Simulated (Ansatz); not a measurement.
Runs of Ansatz 0.2.0 on InAs. It takes space group Fm-3m (No. 225, cubic). The conventional cell has a = 5.755 Å, b = 5.755 Å, c = 5.755 Å, α = 90.00°, β = 90.00°, γ = 90.00°. In (site symmetry m-3m) is surrounded by 6 As at 2.88 Å. As (site symmetry m-3m) has 6 In at 2.88 Å as nearest neighbours. Measurements of this composition are mostly on another form, of space group No. 216.

```csv
task,level,spin,cell,k mesh,points for each segment of the path,gap on the mesh (eV),pressure (GPa),relaxed volume (Å³/atom)
relaxation of cell and atoms,revPBE,off,relaxed,8 × 8 × 8,-,none,0.0,24.32
band structure,PBEsol,"SOC, no magnetisation",as given,6 × 6 × 6,14,none,(a),-
relaxation of cell and atoms,PBE,off,relaxed,8 × 8 × 8,-,none,0.0,23.78
relaxation of cell and atoms,PBEsol,off,relaxed,8 × 8 × 8,-,none,0.0,22.61
phonons,PBE,off,as given,6 × 6 × 6,-,none,-,-
```

Alike in all rows: potentials or basis Ansatz PAW; cutoff (eV) 420; smearing fermi-dirac 0.05 eV.

Question: Fill in the values left out.

Answer: (a) -3.3.

Caveats: the plane-wave basis is chosen anew once the cell has moved, so the energies of steps on either side of that aren't comparable (some runs); the PAW data sets come from PBE, with cores solved anew for the run's functional, which leaves a small shift of forces and pressure (some runs).

A k mesh can miss the band edges, and rows without SOC leave out spin-orbit coupling on As, In.

A gap of «none» marks a metal or a gap under the smearing width.
